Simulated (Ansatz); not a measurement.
Reaction (hydrogen abstraction from the S–H bond): `OB(O)S` + `F[C](F)F`• → `OB(O)[S]`• + `FC(F)F`

Calculated with Ansatz (gas phase, PBE0-D4/def2-TZVP geometries, no zero-point term in ΔE). CCSD(T)/CBS is the MP2 limit (def2-TZVPP, def2-QZVPP) plus CCSD(T) − MP2 in def2-TZVPP, frozen cores. This one scheme is used for every species. Functionals use def2-TZVPP. No spin–orbit coupling; open shells (•) take unrestricted orbitals. One conformer a species, not always the lowest.

(1) Is it downhill or uphill in electronic energy at CCSD(T)/CBS, and by how much? (Best estimate.)

(2) What do these levels give: r2SCAN0-D4, PBE, revPBE, CAM-B3LYP, LC-ωPBE, HF/def2-TZVPP? (An estimate is asked.)

Largest T1 diagnostic among the species: 0.014.

## Answers

(1) Computed: Downhill: ΔE = -0.85 eV.

(2) Computed: r2SCAN0-D4 -0.73, PBE -0.68, revPBE -0.69, CAM-B3LYP -0.83, LC-ωPBE -0.78, HF/def2-TZVPP -0.95 eV.

From PBE to PBE0 (25 % exact exchange), in def2-TZVPP and without D4, ΔE moves by −0.06 eV. Leaving LDA and LC-ωPBE aside and taking each functional with its dispersion term where it has one, the values, not all of them listed here, spread over 0.21 eV, from BHLYP-D4 to PBE-D4. LDA lies +0.05 eV from PBE without D4. In def2-TZVPP, CCSD(T) changes the Hartree–Fock value by +0.07 eV (the triples alone add +0.03 eV) and MP2 by +0.11 eV.
